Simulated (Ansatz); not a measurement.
## ZnF2, space group P4_2/mnm: a single point from a YAML input, step by step

Program: Ansatz 0.2.0, Python API.

Typed at the interpreter:
```pycon
>>> import warnings
>>> import ansatz
>>> INPUT = """
... crystal:
...   lattice:
...     - [4.7048, 0.0, 0.0]
...     - [0.0, 4.7048, 0.0]
...     - [0.0, 0.0, 3.1338]
...   atoms:
...     - { symbol: Zn, position: [0.0, 0.0, 0.0] }
...     - { symbol: Zn, position: [0.5, 0.5, 0.5] }
...     - { symbol: F, position: [0.3024, 0.3024, 0.0] }
...     - { symbol: F, position: [0.1976, 0.8024, 0.5] }
...     - { symbol: F, position: [0.6976, 0.6976, 0.0] }
...     - { symbol: F, position: [0.8024, 0.1976, 0.5] }
... kpoints:
...   mp_grid: { grid: [4, 4, 6] }
... hamiltonian:
...   xc: pbe
... scf:
...   occupations: { method: fixed }
... output:
...   forces: true
...   stress: true
... basis:
...   ecutrho_ratio: 12
... """
>>> warnings.simplefilter("ignore", ansatz.DeckWarning)
>>> out = ansatz.Session.from_yaml(INPUT).plan().execute()
>>> data = out.report
>>> data["kweights"]
[0.010416666666666666, 0.020833333333333332, 0.020833333333333332, 0.010416666666666666, 0.041666666666666664, 0.08333333333333333, 0.08333333333333333, 0.041666666666666664, 0.020833333333333332, 0.041666666666666664, 0.041666666666666664, 0.020833333333333332, 0.041666666666666664, 0.08333333333333333, 0.08333333333333333, 0.041666666666666664, 0.041666666666666664, 0.08333333333333333, 0.08333333333333333, 0.041666666666666664, 0.010416666666666666, 0.020833333333333332, 0.020833333333333332, 0.010416666666666666]
>>> data["n_kpoints"], data["n_symmetry_ops"], data["n_pw"]
(24, 16, 1379)
>>> n_atoms = len(data["lattice"]["sites"])
>>> print("F =", round(data["free_energy_ev"], 4), "eV for", n_atoms, "atoms")
F = -9874.1292 eV for 6 atoms
>>> print("E(sigma -> 0) =", round(data["energy_sigma0_ev"], 4), "eV, TS =", round(data["entropy_ts_ev"], 5), "eV")
E(sigma -> 0) = -9874.1292 eV, TS = 0.0 eV
>>> print("closed by", data["closed_by"], "after", data["n_iterations"], "iterations")
closed by deck_thresholds after 6 iterations
>>> # forces, one row an atom
>>> print("forces (eV/A)")
forces (eV/A)
>>> for site, force in zip(out.lattice.sites, data["forces_ev_ang"]):
...     print(f"  {site.symbol:2s} {force[0]:9.4f} {force[1]:9.4f} {force[2]:9.4f}")
...
  Zn   -0.0000   -0.0000   -0.0000
  Zn    0.0000   -0.0000   -0.0000
  F     0.0134    0.0134   -0.0000
  F    -0.0134    0.0134   -0.0000
  F    -0.0134   -0.0134    0.0000
  F     0.0134   -0.0134    0.0000
```

Notes:
- These settings explore the input space; cutoff and mesh may be short of convergence.
- At these settings the cell as given stands under about 6 GPa, so it isn't at this functional's equilibrium volume.
- The starting cell is as deposited in a crystallographic database; the results hold for this polymorph, which needn't be the stable one.
- Processor time in the engine: 5 s on 1 thread of Intel(R) Xeon(R) Processor @ 2.30GHz, on a shared host, peak memory 0.74 GiB.
